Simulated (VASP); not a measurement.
# Mg (P6_3/mmc) in VASP: a series of runs, part 2 of 2

VASP 6.6.1.

## 5. Relaxation of cell and atoms, PBE+D3(BJ)

INCAR reads:

```
SYSTEM = Mg
PREC = Accurate
ENCUT = 600
EDIFF = 1E-7
ISMEAR = 0
SIGMA = 0.1
LREAL = .False.
LASPH = .True.
NELM = 60
ALGO = Normal
ISIF = 3
LWAVE = .False.
LCHARG = .False.
GGA = PE
IVDW = 12
IBRION = 2
NSW = 90
EDIFFG = -0.005
```

KPOINTS reads:

```
regular mesh
0
Gamma
  15 15 8
  0 0 0
```

POSCAR reads:

```
Mg
1.0
    3.2093000000      0.0000000000      0.0000000000
   -1.6046500000      2.7793353300      0.0000000000
    0.0000000000      0.0000000000      5.2103000000
Mg
2
Direct
    0.3333333300      0.6666666700      0.2500000000
    0.6666666700      0.3333333300      0.7500000000
```

Potentials or basis: VASP PAW PBE potentials, release 64 (Mg).

On the command line:

```sh
$ cat potpaw_PBE.64/Mg/POTCAR > POTCAR
$ mpirun -np 1 vasp_std > vasp.out
```

OUTCAR:

```text
SYSTEM = Mg
   PREC = Accurate
   ENCUT = 600
   EDIFF = 1E-7
   ISMEAR = 0
   LREAL = .False.
   LASPH = .True.
   NELM = 60
   ISIF = 3
   GGA = PE
   IVDW = 12
   IBRION = 2
   NSW = 90
   EDIFFG = -0.005
 IVDW          = 12

 ion  position               nearest neighbor table
   1  0.333  0.667  0.250-   2 3.20   2 3.20   2 3.20   2 3.20   2 3.20   2 3.20
   2  0.667  0.333  0.750-   1 3.20   1 3.20   1 3.20   1 3.20   1 3.20   1 3.20

  LATTYP: Found a hexagonal cell.
 ALAT       =     3.2093000000
 C/A-ratio  =     1.6235004518

  Lattice vectors:

 A1 = (   3.2093000000,   0.0000000000,   0.0000000000)
 A2 = (  -1.6046500000,   2.7793353300,   0.0000000000)
 A3 = (   0.0000000000,   0.0000000000,   5.2103000000)

Analysis of symmetry for initial positions (statically):
=====================================================================
 Subroutine PRICEL returns:
 Original cell was already a primitive cell.

 Routine SETGRP: Setting up the symmetry group for a
 hexagonal supercell.

 Subroutine GETGRP returns: Found 24 space group operations
 (whereof 12 operations were pure point group operations)
 out of a pool of 24 trial point group operations.

The static configuration has the point symmetry D_3d.
 The point group associated with its full space group is D_6h.

Analysis of symmetry for dynamics (positions and initial velocities):
=====================================================================
 Subroutine PRICEL returns:
 Original cell was already a primitive cell.

 Routine SETGRP: Setting up the symmetry group for a
 hexagonal supercell.

 Subroutine GETGRP returns: Found 24 space group operations
 (whereof 12 operations were pure point group operations)
 out of a pool of 24 trial point group operations.

The dynamic configuration has the point symmetry D_3d.
 The point group associated with its full space group is D_6h.

 Subroutine INISYM returns: Found 24 space group operations
 (whereof 12 operations are pure point group operations),
 and found     1 'primitive' translations

----------------------------------------------------------------------------------------

                                     Primitive cell

  volume of cell :      46.4744

  direct lattice vectors                    reciprocal lattice vectors
     3.209300000  0.000000000  0.000000000     0.311594429  0.179899127  0.000000000
    -1.604650000  2.779335330  0.000000000     0.000000000  0.359798254  0.000000000
     0.000000000  0.000000000  5.210300000     0.000000000  0.000000000  0.191927528

  length of vectors
     3.209300000  3.209300001  5.210300000     0.359798255  0.359798254  0.191927528

  position of ions in fractional coordinates (direct lattice)
     0.333333330  0.666666670  0.250000000
     0.666666670  0.333333330  0.750000000

  ion indices of the primitive-cell ions
   primitive index   ion index
                 1           1
                 2           2

----------------------------------------------------------------------------------------

 KPOINTS: regular mesh

Automatic generation of k-mesh.
 Grid dimensions read from file:
 generate k-points for:   15   15    8

 Generating k-lattice:

  Cartesian coordinates                     Fractional coordinates (reciprocal lattice)
     0.020772962  0.011993275  0.000000000     0.066666667 -0.000000000  0.000000000
     0.000000000  0.023986550  0.000000000     0.000000000  0.066666667  0.000000000
     0.000000000  0.000000000  0.023990941     0.000000000  0.000000000  0.125000000

  Length of vectors
     0.023986550  0.023986550  0.023990941

  Shift w.r.t. Gamma in fractional coordinates (k-lattice)
     0.000000000  0.000000000  0.000000000

 Subroutine IBZKPT returns following result:
 ===========================================

 Found    135 irreducible k-points:

 Following reciprocal coordinates:
            Coordinates               Weight
  0.000000  0.000000  0.000000      1.000000
  0.066667  0.000000  0.000000      6.000000
  0.133333  0.000000  0.000000      6.000000
  0.200000  0.000000  0.000000      6.000000
  0.266667  0.000000  0.000000      6.000000
  0.333333  0.000000  0.000000      6.000000
[... 16 lines left out ...]
  0.333333  0.200000  0.000000     12.000000
  0.400000  0.200000  0.000000      6.000000
 [... further k-points ...]
   k-points           NKPTS =    135   k-points in BZ     NKDIM =    135   number of bands    NBANDS=      6
   number of dos      NEDOS =    301   number of ions     NIONS =      2
   total plane-waves  NPLWV =  32928
   dimension x,y,z NGX =    28 NGY =   28 NGZ =   42
   dimension x,y,z NGXF=    56 NGYF=   56 NGZF=   84
   ions per type =               2
   NGX,Y,Z   is equivalent  to a cutoff of  14.50, 14.50, 13.40 a.u.
   NGXF,Y,Z  is equivalent  to a cutoff of  29.01, 29.01, 26.80 a.u.
 SYSTEM =  Mg
   PREC   = accura    normal or accurate (medium, high low for compatibility)
   ISTART =      0    job   : 0-new  1-cont  2-samecut
   ICHARG =      2    charge: 1-file 2-atom 10-const
   ISPIN  =      1    spin polarized calculation?
   LNONCOLLINEAR =      F non collinear calculations
   LSORBIT =      F    spin-orbit coupling
   LASPH  =      T    aspherical Exc in radial PAW
   ENCUT  =  600.0 eV  44.10 Ry    6.64 a.u.   6.41  6.41 10.41*2*pi/ulx,y,z
   NELM   =     60;   NELMIN=  2; NELMDL= -5     # of ELM steps
   EDIFF  = 0.1E-06   stopping-criterion for ELM
   LREAL  =      F    real-space projection
   EDIFFG = -.5E-02   stopping-criterion for IOM
   NSW    =     90    number of steps for IOM
   IBRION =      2    ionic relax: 0-MD 1-quasi-New 2-CG
   NFREE  =      1    steps in history (QN), initial steepest desc. (CG)
   ISIF   =      3    stress and relaxation
   ISYM   =      2    0-nonsym 1-usesym 2-fastsym
   POTIM  = 0.5000    time-step for ionic-motion
   TEBEG  =    0.0;   TEEND  =   0.0 temperature during run
   PSTRESS=    0.0 pullay stress
   NELECT =       4.0000    total number of electrons
   NUPDOWN=      -1.0000    fix difference up-down
   EMIN   =  10.00;   EMAX   =-10.00  energy-range for DOS
   EFERMI =   0.00;   METHOD = LEGACY
   ISMEAR =     0;   SIGMA  =   0.10  broadening in eV -4-tet -1-fermi 0-gaus
   EFERMI_NEDOS =   21; number of points for ismear=-14 and -15
   IALGO  =     38    algorithm
   IMIX   =      4    mixing-type and parameters
     AMIX     =   0.40;   BMIX     =  1.00
     AMIX_MAG =   1.60;   BMIX_MAG =  1.00
  volume/ion in A,a.u.               =      23.24       156.81
  Fermi-wavevector in a.u.,A,eV,Ry     =   0.722809  1.365911  7.108401  0.522453
  Thomas-Fermi vector in A             =   1.812866
   LORBIT       =      0    0 simple, 1 ext, 2 COOP (PROOUT), +10 PAW based schemes
   GGA     = PE    functional components
   LHFCALC =     F    Hartree Fock is set to
   AEXX    =    0.0000 exact exchange contribution
   IVDW    =    12    specifies the selected vdW correction
   LEPSILON=     F    determine dielectric tensor
   LRPA    =     F    only Hartree local field effects (RPA)
 conjugate gradient relaxation of ions
 non-spin polarized calculation
 Gauss-broadening in eV      SIGMA  =   0.10
  energy-cutoff  :      600.00
  volume of cell :       46.47
 maximum number of plane-waves:      1572
 NGX is ok and might be reduce to    28
   NGX = 13   NGY = 13   NGZ = 21

--------------------------------------- Ionic step        1  -------------------------------------------

 number of electron       4.0000000 magnetization

 Free energy of the ion-electron system (eV)
  ---------------------------------------------------
  ext. energy  EPLUGINS =         0.00000000
  ---------------------------------------------------
  free energy    TOTEN  =        -3.01270517 eV

  energy without entropy =       -3.00770063  energy(sigma->0) =       -3.01020290

------------------------ aborting loop because EDIFF is reached ----------------------------------------

 Edisp (eV)   -0.56015

 E8    (eV) :    -0.2457
[... 191 lines left out ...]
--------------------------------------- Ionic step        6  -------------------------------------------

 number of electron       4.0000000 magnetization

 Free energy of the ion-electron system (eV)
  ---------------------------------------------------
  ext. energy  EPLUGINS =         0.00000000
  ---------------------------------------------------
  free energy    TOTEN  =        -2.99857137 eV

  energy without entropy =       -2.99402520  energy(sigma->0) =       -2.99629829

 E-fermi :   2.9496     XC(G=0):  -8.6777

 val. band max:        2.9469630690   @ k =   0.2667   0.2667   0.2500
 cond. band min:       2.9557958763   @ k =   0.3333   0.1333   0.0000
 fundamental gap:      0.0088328072
 Fermi energy:         2.9496167477

 k-point     1 :       0.0000    0.0000    0.0000
  band No.  band energies     occupation
      1      -4.2402      2.00000
      2       1.2430      2.00000
      3       1.8404      2.00000
      4      14.0980      0.00000
      5      14.0980      0.00000
      6      14.3045      0.00000
[... 199 lines left out ...]
 k-point    24 :       0.4000    0.2000    0.0000
  band No.  band energies     occupation
      1       1.2379      2.00000
      2       1.2979      2.00000
      3       4.8561      0.00000
      4       6.2657      0.00000
      5       6.5947      0.00000
      6       6.9935      0.00000

 [... further k-points ...]

------------------------ aborting loop because EDIFF is reached ----------------------------------------

 Edisp (eV)   -0.60186

 E8    (eV) :    -0.2636
[... 25 lines left out ...]
  FREE ENERGIE OF THE ION-ELECTRON SYSTEM (eV)
  ---------------------------------------------------
  free  energy   TOTEN  =        -3.6004284720 eV

  energy  without entropy=       -3.5958823048  energy(sigma->0) =       -3.59815539

 reached required accuracy - stopping structural energy minimisation
```

OSZICAR:

```text
N       E                     dE             d eps       ncg     rms          rms(c)
DAV:   1     0.519821046419E+00    0.51982E+00   -0.14968E+03  1620   0.540E+02
DAV:   2    -0.299426291410E+01   -0.35141E+01   -0.33446E+01  2160   0.313E+01
[... 37 lines left out ...]
   5 F= -.36003589E+01 E0= -.35981056E+01  d E =-.147524E-03
       N       E                     dE             d eps       ncg     rms          rms(c)
DAV:   1    -0.299857360562E+01   -0.25921E-03   -0.74897E-04  2166   0.148E-01    0.113E-02
DAV:   2    -0.299857239155E+01    0.12141E-05   -0.39490E-06  1812   0.151E-02    0.712E-03
DAV:   3    -0.299857136877E+01    0.10228E-05   -0.11022E-06  1956   0.550E-03    0.134E-04
DAV:   4    -0.299857136996E+01   -0.11915E-08   -0.13636E-08  1038   0.974E-04
   6 F= -.36004285E+01 E0= -.35981554E+01  d E =-.217131E-03
```

CONTCAR:

```text
Mg
   1.00000000000000
     3.1471405115989852    0.0000000000000000   -0.0000000000000000
    -1.5735702557994926    2.7255036338629601   -0.0000000000000000
     0.0000000000000000   -0.0000000000000000    5.0423891080486261
  Mg
     2
Direct
     0.3333333300000021    0.6666666699999979    0.2500000000000000
     0.6666666699999979    0.3333333300000021    0.7500000000000000

  0.00000000E+00  0.00000000E+00  0.00000000E+00
  0.00000000E+00  0.00000000E+00  0.00000000E+00
```

Wall time 59 s (1 thread of Intel Xeon Platinum 8488C (Sapphire Rapids), shared host); peak memory 0.22 GiB.

What came out:

- Free energy: -3.6004 eV
- Relaxed volume: 21.63 Å³/atom
- Relaxed cell: a = 3.147 Å, b = 3.147 Å, c = 5.042 Å, α = 90.00°, β = 90.00°, γ = 120.00°
- Space group after relaxing (to 0.05 Å): P6_3/mmc (No. 194)
- Energy gained by relaxing: 13.8 meV/atom
- Ionic steps: 6
- Pressure after relaxing: 0.0 GPa
- Band gap on the k mesh: none (metal or under the smearing width)
- Dispersion energy per atom: -0.301 eV

The path:
```tsv
step	energy change (eV)	largest force (eV/Å)	pressure (GPa)	volume (Å³)
1	0.0000	0.0000	-2.50	46.47
2	-0.0254	0.0000	-0.72	44.07
3	-0.0274	0.0000	-0.02	43.29
4	-0.0274	0.0000	0.04	43.23
5	-0.0275	0.0000	0.03	43.24
6	-0.0276	0.0000	0.02	43.25
```

Final structure:
```
Mg
1.0
     3.14714    0.00000    0.00000
    -1.57357    2.72550    0.00000
     0.00000    0.00000    5.04239
Mg
2
Direct
  0.33333 0.66667 0.25000
  0.66667 0.33333 0.75000
```

Levels at points of the mesh, in eV from the Fermi level:
```csv
k point,band 1,band 2,band 3,band 4,band 5
"(0.00, 0.00, 0.00)",-7.19,-1.71,-1.11,11.15,11.15
"(0.00, 0.00, 0.50)",-5.72,-5.72,5.43,5.43,11.92
```

Caveat: pairwise dispersion overbinds metals, which lowers pressure and volume.

## 6. Relaxation of cell and atoms, PBEsol

Changes to INCAR since step 5:

```diff
@@ -2,3 +2,3 @@
 PREC = Accurate
-ENCUT = 600
+ENCUT = 300
 EDIFF = 1E-7
@@ -13,4 +13,3 @@
 LCHARG = .False.
-GGA = PE
-IVDW = 12
+GGA = PS
 IBRION = 2
```

KPOINTS is that of step 5.

POSCAR is that of step 5.

Potentials or basis: VASP PAW PBE potentials, release 64 (Mg).

On the command line:

```sh
$ cat potpaw_PBE.64/Mg/POTCAR > POTCAR
$ mpirun -np 1 vasp_std > vasp.out
```

Wall time 22 s (1 thread of Intel Xeon Platinum 8488C (Sapphire Rapids), shared host); peak memory 0.14 GiB.

The run converged. Its results:

- Free energy: -3.4486 eV
- Relaxed volume: 22.46 Å³/atom
- Relaxed cell: a = 3.187 Å, b = 3.187 Å, c = 5.106 Å, α = 90.00°, β = 90.00°, γ = 120.00°
- Space group after relaxing (to 0.05 Å): P6_3/mmc (No. 194)
- Energy gained by relaxing: 3.4 meV/atom
- Ionic steps: 6
- Pressure after relaxing: 0.0 GPa
- Band gap on the k mesh: none (metal or under the smearing width)

The path:
```tsv
step	energy change (eV)	largest force (eV/Å)	pressure (GPa)	volume (Å³)
1	0.0000	0.0000	-1.19	46.47
2	-0.0061	0.0000	-0.32	45.32
3	-0.0066	0.0000	0.03	44.89
4	-0.0066	0.0000	0.06	44.86
5	-0.0068	0.0000	0.04	44.89
6	-0.0069	0.0000	0.02	44.91
```

Final structure:
```yaml
crystal:
  lattice:
    - [3.18716, 0.00000, 0.00000]
    - [-1.59358, 2.76016, 0.00000]
    - [0.00000, 0.00000, 5.10554]
  atoms:
    - { symbol: Mg, position: [0.33333, 0.66667, 0.25000] }
    - { symbol: Mg, position: [0.66667, 0.33333, 0.75000] }
```

Levels at points of the mesh, in eV from the Fermi level:
```csv
k point,band 1,band 2,band 3,band 4,band 5
"(0.00, 0.00, 0.00)",-7.02,-1.65,-1.11,10.91,10.91
"(0.00, 0.00, 0.50)",-5.59,-5.59,5.31,5.31,11.68
```

Caveat: the PAW data sets were made with another functional, which shifts forces and pressure a little.

## 7. Summary

```csv
level,potentials or basis,cutoff (eV),gap on the mesh (eV),pressure (GPa),relaxed volume (Å³/atom)
PBEsol,"VASP PAW PBE potentials, release 64 (Mg)",600,none,0.0,22.46
LDA,"VASP PAW LDA potentials, release 64 (Mg)",600,none,0.0,21.41
PBE,"VASP PAW PBE potentials, release 64 (Mg)",600,none,0.0,22.85
PBE+D3(BJ),"VASP PAW PBE potentials, release 64 (Mg)",600,none,0.0,21.63
PBEsol,"VASP PAW PBE potentials, release 64 (Mg)",300,none,0.0,22.46
```

Alike in all rows: task relaxation of cell and atoms; no spin polarisation; cell relaxed; k mesh 15 × 15 × 8; smearing gaussian 0.1 eV.

Caveats: the PAW data sets were made with another functional, which shifts forces and pressure a little (some runs); pairwise dispersion overbinds metals, which lowers pressure and volume (some runs).

Total energies depend on the potentials used, so only differences within one code and one set of settings carry meaning.
